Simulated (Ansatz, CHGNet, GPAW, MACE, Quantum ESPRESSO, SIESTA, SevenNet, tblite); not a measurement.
# Codes compared on AlN/GaN superlattice along [0001] (64 atoms)

How near do other programs and methods come to a plane-wave reference for AlN/GaN superlattice along [0001] (64 atoms)? A plane-wave run serves as the reference.

Calculated with Quantum ESPRESSO 7.5; Kohn-Sham DFT, PBE, GBRV 1.5 ultrasoft pseudopotentials, plane waves.

## Step 1: Set-up

The cell holds 64 atoms: 24 Al, 32 N and 8 Ga. Its edges and angles: a = 6.378 Å, b = 6.378 Å, c = 19.950 Å, α = 90.0°, β = 90.0°, γ = 120.0°. Wurtzite lattice with in-plane constant 3.189 Å; 3 periods of AlN and 1 of GaN along [0001], 2 x 2 in-plane cells; the two parts stretched along z by 0.9492 and 1.0; every coordinate displaced by a Gaussian of 0.02 Å. Then every atom was moved at random, 0.02 Å r.m.s. a Cartesian component. Regions: AlN, 48 atoms (24 Al and 24 N); GaN, 16 atoms (8 Ga and 8 N). The structure's axis is c.

## Step 2: Plane-wave reference

The input, pw.in:

```
&control
  calculation = 'scf'
  pseudo_dir = './pseudo'
  outdir = './tmp'
  disk_io = 'none'
  tprnfor = .true.
  tstress = .true.
/
&system
  ibrav = 0
  nat = 64
  ntyp = 3
  ecutwfc = 40
  ecutrho = 200
  nosym = .true.
  occupations = 'smearing'
  smearing = 'fd'
  degauss = 0.003675
/
&electrons
  conv_thr = 3.2e-07
  electron_maxstep = 100
  mixing_beta = 0.2
  mixing_mode = 'local-TF'
  diagonalization = 'david'
/
ATOMIC_SPECIES
Al 26.982 Al.upf
N 14.007 N.upf
Ga 69.723 Ga.upf
CELL_PARAMETERS angstrom
6.37800 0.00000 0.00000
-3.18900 5.52351 0.00000
0.00000 0.00000 19.94981
ATOMIC_POSITIONS crystal
Al 0.99871 0.00201 0.00054
N 0.16398 0.33772 0.03082
Al 0.16888 0.33161 0.12295
N 0.99743 0.99625 0.15316
Al 0.00416 0.00401 0.24794
N 0.16819 0.33212 0.27621
Al 0.15886 0.32775 0.36867
N 0.99796 0.99402 0.39922
Al 0.00202 0.00039 0.49522
N 0.16729 0.33062 0.52390
Al 0.15883 0.32859 0.61796
N 0.00081 0.99426 0.64907
[... 48 atom lines left out ...]
Ga 0.49939 0.50865 0.74080
N 0.67120 0.83367 0.77017
Ga 0.66407 0.83467 0.87180
N 0.51247 0.51335 0.90079
K_POINTS gamma
```

Launch:

```sh
$ OMP_NUM_THREADS=1 mpirun -np 2 pw.x -in pw.in > output.txt
```

What it wrote:

```text
Program PWSCF
     gamma-point specific algorithms are used
     Parallelization info
     sticks:   dense  smooth     PW     G-vecs:    dense   smooth      PW
     Min         996     807    198               113225    81001   10086
     Max         997     808    199               113228    81012   10101
     Sum        1993    1615    397               226453   162013   20187
     bravais-lattice index     =            0
     lattice parameter (alat)  =      12.0527  a.u.
     unit-cell volume          =    4742.8023 (a.u.)^3
     number of atoms/cell      =           64
     number of atomic types    =            3
     number of electrons       =       384.00
     number of Kohn-Sham states=          230
     kinetic-energy cutoff     =      40.0000  Ry
[... lines left out ...]
     scf convergence threshold =      3.2E-07
[... lines left out ...]
     number of k points=     1  Fermi-Dirac smearing, width (Ry)=  0.0037
[... lines left out ...]
     total energy              =   -4238.31516414 Ry
[... lines left out ...]
     total energy              =   -4036.58013967 Ry
[... lines left out ...]
     total energy              =   -4146.54831467 Ry
[... lines left out ...]
     total energy              =   -4131.88357088 Ry
[... lines left out ...]
     total energy              =   -4131.88357080 Ry
[... lines left out ...]
   -84.2358 -84.2137 -84.2068 -84.2043 -84.2019 -84.1917 -84.1873 -84.1809
   -84.1777 -84.1684 -84.1654 -84.1579 -84.1576 -84.1539 -84.1481 -84.1333
   -84.1200 -84.1177 -84.1080 -84.1067 -84.1065 -84.0996 -84.0932 -84.0884
[...]
13.0985  13.1621  13.2180  13.3221  13.4381  13.4438  13.4836  13.5108
    13.5900  13.6262  13.6671  13.7341  13.9375  14.0070  14.0222  14.0950
    15.0925  15.1785  15.2336  16.2054  16.3599  16.3995
     the Fermi energy is     9.9518 ev
!    total energy              =   -4131.88357073 Ry
     estimated scf accuracy    <       0.00000020 Ry
     smearing contrib. (-TS)   =      -0.00000000 Ry
     internal energy E=F+TS    =   -4131.88357073 Ry
     The total energy is F=E-TS. E is the sum of the following terms:
     one-electron contribution =   -8603.69489915 Ry
     hartree contribution      =    4517.94896556 Ry
     xc contribution           =    -670.34937279 Ry
     ewald contribution        =     624.21173565 Ry
     convergence has been achieved in  51 iterations
     Forces acting on atoms (cartesian axes, Ry/au):
     atom    1 type  1   force =     0.00754929   -0.00694779   -0.00506794
     atom    2 type  2   force =     0.01936929   -0.02513228   -0.06506602
     atom    3 type  1   force =    -0.01078514   -0.00402297    0.03636197
[...]
atom   63 type  3   force =     0.03026139    0.01812240   -0.04888865
     atom   64 type  2   force =    -0.01138558   -0.05678781    0.05257438
     Total force =     0.499482     Total SCF correction =     0.001748
     Computing stress (Cartesian axis) and pressure
          total   stress  (Ry/bohr**3)                   (kbar)     P=       15.33
   0.00005508  -0.00001583  -0.00003714            8.10       -2.33       -5.46
  -0.00001583   0.00007656   0.00000252           -2.33       11.26        0.37
  -0.00003714   0.00000252   0.00018093           -5.46        0.37       26.62
     Message from routine punch:
     Nothing written, as per user request (disk_io='none')
```

It took 6 min on 2 MPI ranks of Arm Neoverse N1, shared host; peak memory 0.73 GiB; 12 min of CPU time.

Banners, paths, timers and routine set-up lines are dropped from the logs unmarked, and long logs keep their key lines alone; longer cuts are marked.

Numbers from this run:

- r.m.s. force component: 0.9268 eV/Å
- longest force: 5.008 eV/Å
- pressure: 1.533 GPa
- gap (highest filled to lowest empty level): 2.537 eV

## Step 3: The ladder

The programs:
- CHGNet: machine-learned potential, published weights.
- GPAW 26.7.0: PAW with atomic orbitals (LCAO), plane waves or a real-space grid of spacing h.
- MACE: machine-learned potential, published weights.
- SIESTA 5.4.2: numerical atomic orbitals, whose automatically made sets are far from complete, with PseudoDojo norm-conserving potentials that we converted to its format (checked against plane waves on the same files for H, C, O, Si, Ge and Ca alone); labels give functional, basis size, energy shift and mesh cutoff.
- SevenNet: machine-learned potential, published weights.
- tblite 0.8.0: extended tight binding, driven from Python.

All use the same cell and atoms; the electronic-structure runs use the same k-mesh, and an electronic temperature of 580 K (0.05 eV) where levels are smeared.

Differences are against the plane-wave reference, forces as r.m.s. over components; share is that over the reference's r.m.s. force, slope the least-squares factor from reference forces to these. Total energies of different programs have different zeros and aren't compared.

| run | Δ force, r.m.s. (meV/Å) | share (%) | slope | Δ pressure (GPa) | Δ gap (eV) | cores | CPU time | memory (GiB) |
| --- | --- | --- | --- | --- | --- | --- | --- | --- |
| reference | - | - | - | - | - | 2 | 12 min | 0.73 |
| CHGNet 0.3.0 potential | 305 | 32.9 | 0.700 | -2.41 | - | 1 | 5.3 s | 0.86 |
| GPAW PBE, LCAO dzp, h 0.18 Å | 279 | 30.1 | 1.234 | - | -0.0205 | 1 | 8.2 min | 1.4 |
| GPAW PBE, LCAO dzp, h 0.22 Å (coarse) | 405 | 43.7 | 1.323 | - | 0.0185 | 1 | 4.2 min | 0.72 |
| GPAW PBE, LCAO sz(dzp), h 0.18 Å (coarse) | 336 | 36.2 | 1.296 | - | -0.167 | 1 | 1.7 min | 0.96 |
| GPAW PBE, LCAO szp(dzp), h 0.18 Å (coarse) | 309 | 33.4 | 1.264 | - | 0.272 | 1 | 6 min | 1.3 |
| GPAW PBE, grid h 0.18 Å | 208 | 22.4 | 1.169 | - | 0.0809 | 2 | 6.7 min | 1.5 |
| MACE MP-0b3 medium potential | 230 | 24.8 | 0.808 | -2.05 | - | 1 | 12 s | 1.1 |
| SIESTA PBE, DZP, shift 0.01 Ry, mesh 500 Ry | 55.9 | 6.03 | 1.051 | 1.34 | 0.0755 | 2 | 23 min | 2.2 |
| SIESTA PBE, SZ, shift 0.01 Ry, mesh 500 Ry (coarse) | 226 | 24.4 | 1.141 | 15.5 | -0.174 | 1 | 3.8 min | 0.88 |
| SevenNet l3i5 potential | 151 | 16.3 | 0.940 | -1.64 | - | 1 | 15 s | 1.4 |
| tblite GFN1-xTB | 518 | 55.9 | 0.586 | 26.9 | - | 1 | 11 s | 0.12 |

Rows marked coarse were listed beforehand as settings not expected to be converged; some can still land near the reference.

Times of the machine-learned potentials are mostly Python's start and the loading of weights.

CPU time is summed over cores on a shared host, where runs went side by side, so it is rough. Symmetry, cutoffs, thresholds, outputs and thread counts weren't matched or tuned between programs; memory under MPI is the largest rank's times the ranks.

Runs without a result: QE PBE, sssp-1.3.0-efficiency, 60/480 Ry (cut off at its time limit of 17 min); QE PBE, sssp-1.3.0-efficiency, 60/480 Ry, paro (cut off at its time limit of 13 min).

Within one program, basis, potentials and functional, energies share a zero. Each run against its twin at the usual cutoff or grid and solver:

```
                         run                twin  Δ energy (meV/atom)  Δ force, r.m.s. (meV/Å)  CPU time over the twin's
GPAW PBE, LCAO dzp, h 0.22 Å  LCAO dzp, h 0.18 Å                  301                      266                      0.51
```

## Step 4: Results

| Item | Value |
| --- | --- |
| reference r.m.s. force component | 0.927 eV/Å |
| nearest in forces | SIESTA PBE, DZP, shift 0.01 Ry, mesh 500 Ry, 6.0 % |
| farthest in forces | tblite GFN1-xTB, 56 % |
| cheapest electronic-structure run beside the reference | tblite GFN1-xTB, 11 s of CPU time |

What this shows: PBE on plane waves or a grid with other potentials, cutoffs or grids, coarse settings apart, differs from the reference by 22 % (GPAW PBE, grid h 0.18 Å) of the r.m.s. force; potentials, valence shells or grid differ, and the table alone doesn't part them. The PBE runs in local orbitals, coarse settings apart, differ by 6.0 % (SIESTA PBE, DZP, shift 0.01 Ry, mesh 500 Ry) to 30 % (GPAW PBE, LCAO dzp, h 0.18 Å); basis, grid and potentials can all enter. Tight binding differs by 56 % (tblite GFN1-xTB); it is another model, with fitted parameters of its own, and the xTB methods hold dispersion. Machine-learned potentials differ by 16 % (SevenNet l3i5 potential) to 33 % (CHGNet 0.3.0 potential); they were trained on other programs' data. Among those trained on PBE data the slope goes as low as 0.70, which softening far from their training structures can give, though the reference's k-sampling is untested too. Runs with settings chosen to be coarse differ by 24 % (SIESTA PBE, SZ, shift 0.01 Ry, mesh 500 Ry) to 44 % (GPAW PBE, LCAO dzp, h 0.22 Å), their programs' other errors included. Of the electronic-structure runs that take under half the reference's CPU time, SIESTA PBE, SZ, shift 0.01 Ry, mesh 500 Ry comes nearest, at 24 % in 3.8 min against 12 min; its pressure misses by +15.5 GPa. GPAW PBE, LCAO dzp, h 0.22 Å stiffens the forces by a factor of 1.32 while following their directions (correlation 0.976); the slopes of the 5 GPAW runs lie between 1.17 and 1.32. At the same functional, gaps differ from the reference's 2.54 eV by between -0.17 and +0.27 eV. These are spacings on the run's k-points, which needn't hold the band edges. In pressure, SIESTA PBE, SZ, shift 0.01 Ry, mesh 500 Ry misses by +15.5 GPa, at the same functional. In the reference: filled and empty levels are parted by 2.54 eV on the run's k-points; the mesh holds the band edges only if they fold onto it, so the gap at this level can be narrower or closed, while semilocal functionals tend to narrow gaps against experiment. Periodic xTB results under one method name differ between programs and library versions. The potentials hold different valence shells: 384 electrons in the reference, 256 in GPAW and 336 in SIESTA; this bears on time and differences. GPAW's setups keep the filled d shell of Ga in the core. The reference's pressure holds the uncorrected Pulay stress of its 40 Ry basis, so small pressure differences, and their order, may be the reference's own error. GPAW's Ga setup keeps the 3d shell in the core. Machine-learned potentials mimic data converged in k, so the reference's own k-point error enters their differences. The cell is under 6 Å thick along two periodic directions, so every atom has periodic images of itself close by, which move with it and show among its neighbours and in g(r). The host structure and its lattice constant were typed by rule, without a check against the phase diagram. The reference's pressure of 1.5 GPa belongs to a cell and atoms that aren't relaxed at this level. The electronic-structure runs sample only Γ, in a cell whose shortest periodic width is 6 Å.

[Also dropped from logs without a mark: logging warnings of Python, and SIESTA's first energy breakdown and zero terms.]

[Logs are printed without paths, hosts, clocks, repeated set-up lines and the standing remarks that a program may print on its own settings, such as how far it seeks lower states.]

[Hosts, paths, dates, database ids (printed as entryN), source tags and the programs' standing remarks are cut or masked in the printed files.]
